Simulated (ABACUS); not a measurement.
# Ce (P6_3/mmc) in ABACUS: notebook

Runs on Ce. Level: PBE. Tasks: equation of state.

Everything below comes from runs of ABACUS 3.10.1. Logs are shortened: lines on timing, memory, paths and dates and some standing lists are left out, and cuts for length are marked.

## 1. The structure

It takes space group P6_3/mmc (No. 194, hexagonal). Conventional cell: a = 3.650 Å, b = 3.650 Å, c = 5.960 Å, α = 90.00°, β = 90.00°, γ = 120.00°. Around Ce (site symmetry -6m2) lie 12 Ce at 3.65 Å.

This isn't the form of Ce at room conditions, which is fcc.

## 2. Equation of state, PBE, collinear spin, ferromagnetic start, 32.32 Å³/atom (volume scaled by 0.94)

The input, INPUT:

```
INPUT_PARAMETERS
suffix              Ce
calculation         scf
basis_type          pw
pseudo_dir          ./
symmetry            1
dft_functional      pbe
ecutwfc             49
pseudo_rcut         10
nspin               2
nbands              15
ks_solver           dav
smearing_method     fd
smearing_sigma      0.00367493
scf_thr             1e-08
scf_nmax            100
mixing_type         broyden
mixing_beta         0.4
cal_force           1
cal_stress          1
kpar                4
```

The input, STRU:

```
ATOMIC_SPECIES
Ce 140.1160 Ce.upf

LATTICE_CONSTANT
1.8897261246

LATTICE_VECTORS
3.5754892968 0.0000000000 0.0000000000
-1.7877446484 3.0964645620 0.0000000000
0.0000000000 0.0000000000 5.8383332079

ATOMIC_POSITIONS
Direct

Ce
0.0
2
0.6666666667 0.3333333333 0.7500000000 1 1 1 mag 0
0.3333333333 0.6666666667 0.2500000000 1 1 1 mag 0
```

The input, KPT:

```
K_POINTS
0
Gamma
8 8 5 0 0 0
```

Potentials or basis: PseudoDojo NC SR 0.4.1 PBE standard, lanthanides 3+ (f in core), plane waves.

Command:

```sh
> OMP_NUM_THREADS=1 mpirun -np 4 abacus > log
```

running log:

```text
ABACUS v3.10.1

               Atomic-orbital Based Ab-initio Computation at UStc

 ------------------------------------------------------------------------------------

 READING GENERAL INFORMATION
                           global_out_dir = OUT.Ce/
                           global_in_card = INPUT
                               pseudo_dir = ./
                              orbital_dir =
                                    DSIZE = 4
                                    GSIZE = 1

 READING UNITCELL INFORMATION
                                    ntype = 1
                  lattice constant (Bohr) = 1.88973
              lattice constant (Angstrom) = 1

 READING ATOM TYPE 1
                               atom label = Ce
                      L=0, number of zeta = 1
                      L=1, number of zeta = 1
                      L=2, number of zeta = 1
             number of atom for this type = 2
               magnetization of element 1 = 0
          Autoset magnetism for this atom = 1
          Autoset magnetism for this atom = 1

                        TOTAL ATOM NUMBER = 2
DIRECT COORDINATES
    atom                   x                   y                   z     mag                  vx                  vy                  vz
taud_Ce1            0.6666666667        0.3333333333        0.7500000000  1.0000        0.0000000000        0.0000000000        0.0000000000
taud_Ce2            0.3333333333        0.6666666667        0.2500000000  1.0000        0.0000000000        0.0000000000        0.0000000000

                          Volume (Bohr^3) = 436.201
                             Volume (A^3) = 64.6383

 Lattice vectors: (Cartesian coordinate: in unit of a_0)
             +3.57549                  +0                  +0
             -1.78774            +3.09646                  +0
                   +0                  +0            +5.83833
 Reciprocal vectors: (Cartesian coordinate: in unit of 2 pi/a_0)
            +0.279682           +0.161474                  -0
                   -0           +0.322949                  -0
                   +0                  -0           +0.171282
 The esolver type has been set to : ksdft_pw

                PAO radial cut off (Bohr) = 10

 Read in pseudopotential file is Ce.upf
                     pseudopotential type = NC
          exchange-correlation functional = PBE
                 nonlocal core correction = 1
                        valence electrons = 11
                                     lmax = 3
                           number of zeta = 4
                     number of projectors = 7
                           L of projector = 0
                           L of projector = 0
                           L of projector = 1
                           L of projector = 1
                           L of projector = 2
                           L of projector = 2
                           L of projector = 3
     initial pseudo atomic orbital number = 20
 The readin total magnetization is 2

 SETUP THE ELECTRONS NUMBER
            electron number of element Ce = 11
      total electron number of element Ce = 22
            AUTOSET number of electrons:  = 22
                           occupied bands = 11
                                   NBANDS = 15
                                   NLOCAL = 18

%%%%%%%%%%%%%%%%%%%%%%%%%%%%%%%%%%%%%%%%%%%%%%%%%%%%%%%%%%%%%%%%%%%%%%%%%%%%%%%%%%%%%%%%%%%%%%%%%%%%%%%%%%
 Warning: the number of valence electrons in pseudopotential > 4 for Ce: [Xe] 4f1 5d1 6s2
 Pseudopotentials with additional electrons can yield (more) accurate outcomes, but may be less efficient.
 If you're confident that your chosen pseudopotential is appropriate, you can safely ignore this warning.
%%%%%%%%%%%%%%%%%%%%%%%%%%%%%%%%%%%%%%%%%%%%%%%%%%%%%%%%%%%%%%%%%%%%%%%%%%%%%%%%%%%%%%%%%%%%%%%%%%%%%%%%%%

 SETUP THE PLANE WAVE BASIS
 energy cutoff for charge/potential (unit:Ry) = 196
            fft grid for charge/potential = [ 32, 32, 50 ]
                        fft grid division = [ 1, 1, 1 ]
[... 63 lines left out ...]

 Make real space PAO into reciprocal space.
       max mesh points in Pseudopotential = 1001
     dq(describe PAO in reciprocal space) = 0.01
                                    max q = 844

 number of pseudo atomic orbitals for Ce is 4
WARNING: norm of atomic wavefunction # 3 of atomic type Ce is 0.999626, renormalized
WARNING: norm of atomic wavefunction # 4 of atomic type Ce is 0.998218, renormalized

 -------------------------------------------
 SELF-CONSISTENT
 -------------------------------------------
                                 init_chg = atomic

 PW ALGORITHM --------------- ION=   1  ELEC=   1--------------------------------
 Notice: Threshold on eigenvalues was too large.
 hsover_error=0.22 > DRHO=0.0138471
 Origin diag ethr = 0.01
 New diag ethr = 6.29412e-05
          total magnetism (Bohr mag/cell) = 0.675155
       absolute magnetism (Bohr mag/cell) = 0.675186
                        nelec for spin up = 11.3376
                      nelec for spin down = 10.6624

 Density error is 0.0141226454569
                          Error Threshold = 6.29412347945e-05
----------------------------------------------------------
     Energy           Rydberg                 eV
----------------------------------------------------------
 E_KohnSham     -142.9148910520      -1944.4568473561
 E_Harris       -143.2864544413      -1949.5122266191
 E_Fermi        0.9350726177         12.7223156449
----------------------------------------------------------
[... 119 lines left out ...]
 Density error is 3.49351894175e-10
                          Error Threshold = 5.01115886676e-11
----------------------------------------------------------
     Energy           Rydberg                 eV
----------------------------------------------------------
 E_KohnSham     -142.9213257613      -1944.5443960682
 E_KS(sigma->0) -142.9202308958      -1944.5294996584
 E_Harris       -142.9212974734      -1944.5440111918
 E_band         -5.4027350267        -73.5079811472
 E_one_elec     -8.0328112980        -109.2920046114
 E_Hartree      13.8953090050        189.0553779386
 E_xc           -32.6674171758       -444.4630125336
 E_Ewald        -116.1142165615      -1579.8149640423
 E_entropy(-TS) -0.0021897311        -0.0297928196
 E_descf        0.0000000000         0.0000000000
 E_exx          0.0000000000         0.0000000000
 E_Fermi        0.9326904694         12.6899048540
----------------------------------------------------------

 charge density convergence is achieved
 final etot is -1944.5443961 eV
 EFERMI = 12.689904854 eV

 STATE ENERGY(eV) AND OCCUPATIONS    NSPIN == 2
SPIN UP :
 1/8 kpoint (Cartesian) = 0.0000 0.0000 0.0000 (2539 pws)
       1       -22.0301     0.00312500
       2       -21.7699     0.00312500
       3       -5.65412     0.00312500
       4       -4.14562     0.00312500
       5       -4.14562     0.00312500
       6       -3.92729     0.00312500
       7       -3.92729     0.00312500
       8       -3.92372     0.00312500
       9        9.18302     0.00312500
      10        10.6083     0.00312500
      11        14.0590    4.01225e-15
      12        14.1117    1.39799e-15
      13        14.1117    1.39799e-15
      14        14.8422    6.31370e-22
      15        14.8422    6.31370e-22
[... 71 lines left out ...]
       2       -21.7270      0.0187500
       3       -5.42450      0.0187500
       4       -4.64809      0.0187500
       5       -4.56898      0.0187500
       6       -4.26179      0.0187500
       7       -4.05617      0.0187500
       8       -4.02124      0.0187500
       9        10.4213      0.0187500
      10        11.6822      0.0187500
      11        12.7065     0.00783593
      12        13.2358    3.40142e-07
      13        14.0593    2.38973e-14
      14        14.3106    1.56918e-16
      15        15.1241    1.34965e-23

[... levels at 10 further k points ...]

------------------------------------------------------------------------------------------
 TOTAL-FORCE (eV/Angstrom)
------------------------------------------------------------------------------------------
                       Ce1         0.0000000000         0.0000000000         0.0000000000
                       Ce2         0.0000000000         0.0000000000         0.0000000000
------------------------------------------------------------------------------------------

----------------------------------------------------------------
 TOTAL-STRESS (KBAR)
----------------------------------------------------------------
        63.9444155168        -0.0000000000         0.0000000000
         0.0000000000        63.9444155163        -0.0000000000
        -0.0000000000         0.0000000000        69.0743970199
----------------------------------------------------------------
 TOTAL-PRESSURE: 65.654409 KBAR

 --------------------------------------------
 !FINAL_ETOT_IS -1944.5443960682173383 eV
 --------------------------------------------
```

Wall time 7.2 s (4 MPI ranks of Intel Xeon Platinum 8488C (Sapphire Rapids), shared host); peak memory 0.36 GiB.

What came out:

* Free energy: -1944.5444 eV
* Band gap on the k mesh: none (metal or under the smearing width)
* Net moment: 0.00 μB per cell
* Absolute moment: 0.00 μB per cell

Caveat: the local potential of these files has a noisy tail that shifts the pressure, which isn't listed; the magnetic or orbital state may not be the lowest; all typed moments are zero, and the program then starts from 1 μB on every atom; the noisy tail tilts energy against volume too; spin-orbit coupling is left out, which moves the levels of the heavy elements; the 4f electrons are frozen in the core as for a trivalent ion, so they carry no moment and show no levels.

## 3. Equation of state, PBE, collinear spin, ferromagnetic start, 33.01 Å³/atom (volume scaled by 0.96)

INPUT is that of step 2.

The input, STRU:

```
ATOMIC_SPECIES
Ce 140.1160 Ce.upf

LATTICE_CONSTANT
1.8897261246

LATTICE_VECTORS
3.6006696285 0.0000000000 0.0000000000
-1.8003348143 3.1182713689 0.0000000000
0.0000000000 0.0000000000 5.8794495852

ATOMIC_POSITIONS
Direct

Ce
0.0
2
0.6666666667 0.3333333333 0.7500000000 1 1 1 mag 0
0.3333333333 0.6666666667 0.2500000000 1 1 1 mag 0
```

KPT is that of step 2.

Potentials or basis: PseudoDojo NC SR 0.4.1 PBE standard, lanthanides 3+ (f in core), plane waves.

Command:

```sh
> OMP_NUM_THREADS=1 mpirun -np 4 abacus > log
```

Run time: 7.2 s. Hardware: 4 MPI ranks of Intel Xeon Platinum 8488C (Sapphire Rapids), shared host; peak memory 0.36 GiB.

It converged, with:

| Item | Value |
| --- | --- |
| Free energy | -1944.5964 eV |
| Band gap on the k mesh | none (metal or under the smearing width) |
| Net moment | 0.00 μB per cell |
| Absolute moment | 0.00 μB per cell |

Caveat: the local potential of these files has a noisy tail that shifts the pressure, which isn't listed; the magnetic or orbital state may not be the lowest; all typed moments are zero, and the program then starts from 1 μB on every atom; the noisy tail tilts energy against volume too; spin-orbit coupling is left out, which moves the levels of the heavy elements; the 4f electrons are frozen in the core as for a trivalent ion, so they carry no moment and show no levels.

## 4. Equation of state, PBE, collinear spin, ferromagnetic start, 33.69 Å³/atom (volume scaled by 0.98)

INPUT is that of step 3.

The input, STRU:

```
ATOMIC_SPECIES
Ce 140.1160 Ce.upf

LATTICE_CONSTANT
1.8897261246

LATTICE_VECTORS
3.6255026176 0.0000000000 0.0000000000
-1.8127513088 3.1397773683 0.0000000000
0.0000000000 0.0000000000 5.9199987947

ATOMIC_POSITIONS
Direct

Ce
0.0
2
0.6666666667 0.3333333333 0.7500000000 1 1 1 mag 0
0.3333333333 0.6666666667 0.2500000000 1 1 1 mag 0
```

KPT is that of step 3.

Command:

```sh
> OMP_NUM_THREADS=1 mpirun -np 4 abacus > log
```

Run time: 7.2 s. Hardware: 4 MPI ranks of Intel Xeon Platinum 8488C (Sapphire Rapids), shared host; peak memory 0.36 GiB.

It converged, with:

- Free energy: -1944.6399 eV
- Band gap on the k mesh: none (metal or under the smearing width)
- Net moment: 0.00 μB per cell
- Absolute moment: 0.00 μB per cell

Caveat: the local potential of these files has a noisy tail that shifts the pressure, which isn't listed; the magnetic or orbital state may not be the lowest; all typed moments are zero, and the program then starts from 1 μB on every atom; the noisy tail tilts energy against volume too; spin-orbit coupling is left out, which moves the levels of the heavy elements; the 4f electrons are frozen in the core as for a trivalent ion, so they carry no moment and show no levels.

## 5. Equation of state, PBE, collinear spin, ferromagnetic start, 34.38 Å³/atom

INPUT is that of step 4.

The input, STRU:

```
ATOMIC_SPECIES
Ce 140.1160 Ce.upf

LATTICE_CONSTANT
1.8897261246

LATTICE_VECTORS
3.6500000000 0.0000000000 0.0000000000
-1.8250000000 3.1609927238 0.0000000000
0.0000000000 0.0000000000 5.9600000000

ATOMIC_POSITIONS
Direct

Ce
0.0
2
0.6666666667 0.3333333333 0.7500000000 1 1 1 mag 0
0.3333333333 0.6666666667 0.2500000000 1 1 1 mag 0
```

KPT is that of step 4.

Command:

```sh
> OMP_NUM_THREADS=1 mpirun -np 4 abacus > log
```

It took 7.9 s on 4 MPI ranks of Intel Xeon Platinum 8488C (Sapphire Rapids), shared host; peak memory 0.36 GiB.

It converged, with:

| Quantity | Value |
| --- | --- |
| Free energy | -1944.6755 eV |
| Band gap on the k mesh | none (metal or under the smearing width) |
| Net moment | 0.00 μB per cell |
| Absolute moment | 0.00 μB per cell |

Caveat: the local potential of these files has a noisy tail that shifts the pressure, which isn't listed; the magnetic or orbital state may not be the lowest; all typed moments are zero, and the program then starts from 1 μB on every atom; the noisy tail tilts energy against volume too; spin-orbit coupling is left out, which moves the levels of the heavy elements; the 4f electrons are frozen in the core as for a trivalent ion, so they carry no moment and show no levels.

## 6. Equation of state, PBE, collinear spin, ferromagnetic start, 35.07 Å³/atom (volume scaled by 1.02)

INPUT is that of step 5.

The input, STRU:

```
ATOMIC_SPECIES
Ce 140.1160 Ce.upf

LATTICE_CONSTANT
1.8897261246

LATTICE_VECTORS
3.6741728899 0.0000000000 0.0000000000
-1.8370864449 3.1819270605 0.0000000000
0.0000000000 0.0000000000 5.9994713490

ATOMIC_POSITIONS
Direct

Ce
0.0
2
0.6666666667 0.3333333333 0.7500000000 1 1 1 mag 0
0.3333333333 0.6666666667 0.2500000000 1 1 1 mag 0
```

KPT is that of step 5.

Potentials or basis: PseudoDojo NC SR 0.4.1 PBE standard, lanthanides 3+ (f in core), plane waves.

Command:

```sh
> OMP_NUM_THREADS=1 mpirun -np 4 abacus > log
```

It took 7.8 s on 4 MPI ranks of Intel Xeon Platinum 8488C (Sapphire Rapids), shared host; peak memory 0.36 GiB.

Results (log left out):

| Quantity | Value |
| --- | --- |
| Free energy | -1944.7037 eV |
| Band gap on the k mesh | none (metal or under the smearing width) |
| Net moment | 0.00 μB per cell |
| Absolute moment | 0.00 μB per cell |

Caveat: the local potential of these files has a noisy tail that shifts the pressure, which isn't listed; the magnetic or orbital state may not be the lowest; all typed moments are zero, and the program then starts from 1 μB on every atom; the noisy tail tilts energy against volume too; spin-orbit coupling is left out, which moves the levels of the heavy elements; the 4f electrons are frozen in the core as for a trivalent ion, so they carry no moment and show no levels.

## 7. Equation of state, PBE, collinear spin, ferromagnetic start, 35.76 Å³/atom (volume scaled by 1.04)

INPUT is that of step 6.

The input, STRU:

```
ATOMIC_SPECIES
Ce 140.1160 Ce.upf

LATTICE_CONSTANT
1.8897261246

LATTICE_VECTORS
3.6980318239 0.0000000000 0.0000000000
-1.8490159120 3.2025895035 0.0000000000
0.0000000000 0.0000000000 6.0384300468

ATOMIC_POSITIONS
Direct

Ce
0.0
2
0.6666666667 0.3333333333 0.7500000000 1 1 1 mag 0
0.3333333333 0.6666666667 0.2500000000 1 1 1 mag 0
```

KPT is that of step 6.

Command:

```sh
> OMP_NUM_THREADS=1 mpirun -np 4 abacus > log
```

Run time: 8.3 s. Hardware: 4 MPI ranks of Intel Xeon Platinum 8488C (Sapphire Rapids), shared host; peak memory 0.4 GiB.

Results (log left out):

- Free energy: -1944.7251 eV
- Band gap on the k mesh: none (metal or under the smearing width)
- Net moment: 0.00 μB per cell
- Absolute moment: 0.00 μB per cell

Caveat: the local potential of these files has a noisy tail that shifts the pressure, which isn't listed; the magnetic or orbital state may not be the lowest; all typed moments are zero, and the program then starts from 1 μB on every atom; the noisy tail tilts energy against volume too; spin-orbit coupling is left out, which moves the levels of the heavy elements; the 4f electrons are frozen in the core as for a trivalent ion, so they carry no moment and show no levels.

## 8. Equation of state, PBE, collinear spin, ferromagnetic start, 36.45 Å³/atom (volume scaled by 1.06)

INPUT is that of step 7.

The input, STRU:

```
ATOMIC_SPECIES
Ce 140.1160 Ce.upf

LATTICE_CONSTANT
1.8897261246

LATTICE_VECTORS
3.7215868018 0.0000000000 0.0000000000
-1.8607934009 3.2229887128 0.0000000000
0.0000000000 0.0000000000 6.0768924216

ATOMIC_POSITIONS
Direct

Ce
0.0
2
0.6666666667 0.3333333333 0.7500000000 1 1 1 mag 0
0.3333333333 0.6666666667 0.2500000000 1 1 1 mag 0
```

KPT is that of step 7.

Command:

```sh
> OMP_NUM_THREADS=1 mpirun -np 4 abacus > log
```

Wall time 8.3 s (4 MPI ranks of Intel Xeon Platinum 8488C (Sapphire Rapids), shared host); peak memory 0.36 GiB.

The run converged. Its results:

```yaml
Free_energy: -1944.7402 eV
Band_gap_on_the_k_mesh: none (metal or under the smearing width)
Net_moment: 0.00 μB per cell
Absolute_moment: 0.00 μB per cell
```

Caveat: the local potential of these files has a noisy tail that shifts the pressure, which isn't listed; the magnetic or orbital state may not be the lowest; all typed moments are zero, and the program then starts from 1 μB on every atom; the noisy tail tilts energy against volume too; spin-orbit coupling is left out, which moves the levels of the heavy elements; the 4f electrons are frozen in the core as for a trivalent ion, so they carry no moment and show no levels.

## 9. Equation of state, PBE, collinear spin, ferromagnetic start

Potentials or basis: PseudoDojo NC SR 0.4.1 PBE standard, lanthanides 3+ (f in core), plane waves.

This step only gathers the single runs of the series.

What came out:

| Item | Value |
| --- | --- |
| Equilibrium volume | outside the volumes run |

Energy against volume, from the lowest point:
| volume (Å³/atom) | energy (meV/atom) |
| --- | --- |
| 32.319 | 97.90 |
| 33.007 | 71.92 |
| 33.694 | 50.16 |
| 34.382 | 32.37 |
| 35.070 | 18.25 |
| 35.757 | 7.54 |
| 36.445 | 0.00 |

Caveat: the local potential of these files has a noisy tail that shifts the pressure, which isn't listed; the magnetic or orbital state may not be the lowest; all typed moments are zero, and the program then starts from 1 μB on every atom; the noisy tail tilts energy against volume too; spin-orbit coupling is left out, which moves the levels of the heavy elements; the 4f electrons are frozen in the core as for a trivalent ion, so they carry no moment and show no levels.
